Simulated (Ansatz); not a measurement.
Write a Python script for Ansatz 0.2.0, Python API that makes a short molecular-dynamics run of RbBr, space group Pm-3m. Settings: LDA, PAW, the default cutoff (420 eV here), 1×1×1 k-points, Methfessel-Paxton smearing of 0.15 eV.

```cif
data_structure
_symmetry_space_group_name_H-M 'P 1'
_symmetry_Int_Tables_number 1
_cell_length_a 4.1261
_cell_length_b 4.1261
_cell_length_c 4.1261
_cell_angle_alpha 90.000
_cell_angle_beta 90.000
_cell_angle_gamma 90.000
_cell_volume 70.24
loop_
_atom_site_label
_atom_site_type_symbol
_atom_site_fract_x
_atom_site_fract_y
_atom_site_fract_z
_atom_site_occupancy
Rb1 Rb 0.00000 0.00000 0.00000 1
Br1 Br 0.50000 0.50000 0.50000 1
```

The script, `md_rbbr.py`:
```python
"""A few tens of MD steps for RbBr."""

import json

import ansatz as az
from ase import Atoms
from ase.neighborlist import neighbor_list
import numpy as np


def main() -> None:
    lattice = az.Lattice.of(
        [4.1260773, 0.0, 0.0],
        [0.0, 4.1260773, 0.0],
        [0.0, 0.0, 4.1260773],
    )
    sites = [
        ("Rb", [0.0, 0.0, 0.0]),
        ("Br", [0.5, 0.5, 0.5]),
    ]
    cell = az.Crystal(lattice=lattice)
    for symbol, position in sites:
        cell = cell.atom(symbol, position)

    # a small cell and a short run: a test of the set-up, no statistics
    calc = (
        cell.supercell(2, 2, 1).calculation()
        .functional("lda")
        .accuracy("medium")
        .kpoints(1, 1, 1)
        .occupations("methfessel_paxton", width=0.15)
        .scf(tolerance=1e-09, extra_bands=16)
        .md("nvt_nose_hoover", timestep=3.0, steps=20, temperature=2000, initial_velocities="maxwell_boltzmann", seed=27)
    )
    out = calc.run(events_out="stream.ndjson")
    with open("stream.ndjson") as stream:
        events = [json.loads(line) for line in stream]
    steps = [e["data"] for e in events if e["event"] == "md_step"]
    data = out.report

    for s in steps[::1]:
        print("%3d %7.1f fs  total %.4f eV  T %6.1f K" % (s["step"], s["time_fs"], s["lagrangian_ev"] + s["e_kin_ev"], s["temperature_k"]))

    temperature = np.array([s["temperature_k"] for s in steps])
    print(f"mean temperature of the second half {temperature[len(steps) // 2 :].mean():.1f} K")

    symbols = [site.symbol for site in out.lattice.sites]
    pairs = np.concatenate([neighbor_list("d", Atoms(symbols, positions=s["positions_ang"], cell=out.lattice.cell_ang, pbc=True), 4.5) for s in steps[len(steps) // 2 :]])
    counts, edges = np.histogram(pairs, bins=np.arange(0.5, 4.51, 0.25))
    for low, count in zip(edges, counts / (len(symbols) * len(steps[len(steps) // 2 :]))):
        print(f"{low:4.2f}-{low + 0.25:4.2f} A  {count:6.2f} neighbours an atom")

    kept = np.array([s["conserved_ev"] for s in steps], float)
    print(f"conserved quantity (thermostat and barostat terms included) drifts by {1000 * (kept[-1] - kept[0]) / len(out.lattice.sites):+.3f} meV/atom")


if __name__ == "__main__":
    main()
```

Running `python md_rbbr.py` prints:
```text
DeckWarning: md: disabling space-group detection — thermal motion breaks the input geometry's symmetry, so no spatial operation reduces the k-mesh or symmetrises the density; time reversal is kept, so that k and −k are solved as one point where they differ and the mesh holds both, and exact exchange and, on two spinor [...]
DeckWarning: basis.ecutwfc = 420 eV, auto-derived from the records' recommended cutoffs: set by Rb (normal level)
  0     0.0 fs  total -23465.1754 eV  T 2000.0 K
  1     3.0 fs  total -23465.1754 eV  T 1999.7 K
  2     6.0 fs  total -23465.1754 eV  T 1999.0 K
  3     9.0 fs  total -23465.1754 eV  T 1997.5 K
  4    12.0 fs  total -23465.1754 eV  T 1995.2 K
  5    15.0 fs  total -23465.1754 eV  T 1992.0 K
  6    18.0 fs  total -23465.1754 eV  T 1987.4 K
  7    21.0 fs  total -23465.1754 eV  T 1981.3 K
  8    24.0 fs  total -23465.1753 eV  T 1973.2 K
  9    27.0 fs  total -23465.1753 eV  T 1962.8 K
 10    30.0 fs  total -23465.1751 eV  T 1949.6 K
 11    33.0 fs  total -23465.1749 eV  T 1933.2 K
 12    36.0 fs  total -23465.1746 eV  T 1913.2 K
 13    39.0 fs  total -23465.1741 eV  T 1888.9 K
 14    42.0 fs  total -23465.1735 eV  T 1860.1 K
 15    45.0 fs  total -23465.1726 eV  T 1826.2 K
 16    48.0 fs  total -23465.1715 eV  T 1787.0 K
 17    51.0 fs  total -23465.1701 eV  T 1742.4 K
 18    54.0 fs  total -23465.1683 eV  T 1692.3 K
 19    57.0 fs  total -23465.1661 eV  T 1636.9 K
 20    60.0 fs  total -23465.1634 eV  T 1576.6 K
mean temperature of the second half 1800.6 K
0.50-0.75 A    0.00 neighbours an atom
0.75-1.00 A    0.00 neighbours an atom
1.00-1.25 A    0.00 neighbours an atom
1.25-1.50 A    0.00 neighbours an atom
1.50-1.75 A    0.00 neighbours an atom
1.75-2.00 A    0.00 neighbours an atom
2.00-2.25 A    0.00 neighbours an atom
2.25-2.50 A    0.00 neighbours an atom
2.50-2.75 A    0.00 neighbours an atom
2.75-3.00 A    0.16 neighbours an atom
3.00-3.25 A    0.77 neighbours an atom
3.25-3.50 A    1.86 neighbours an atom
3.50-3.75 A    3.11 neighbours an atom
3.75-4.00 A    2.50 neighbours an atom
4.00-4.25 A    3.98 neighbours an atom
4.25-4.50 A    1.59 neighbours an atom
conserved quantity (thermostat and barostat terms included) drifts by -0.056 meV/atom
```
(Warnings from the package without file and line, shortened.)

What to keep in mind:
- These settings explore the input space; cutoff and mesh may be short of convergence.
- Energy and stress may still move on a finer k-point mesh.
- This cell is a computed structure, which may not be the phase found in nature.
- A small cell, a coarse mesh and a very short run: it shows the set-up and gives no equilibrium averages.
- Hardware and time: 8 s on 1 thread of Intel(R) Xeon(R) 6975P-C (Granite Rapids) (shared host), peak memory 0.46 GiB.

(Lines on the test bed's own set-up are left out of the output.)
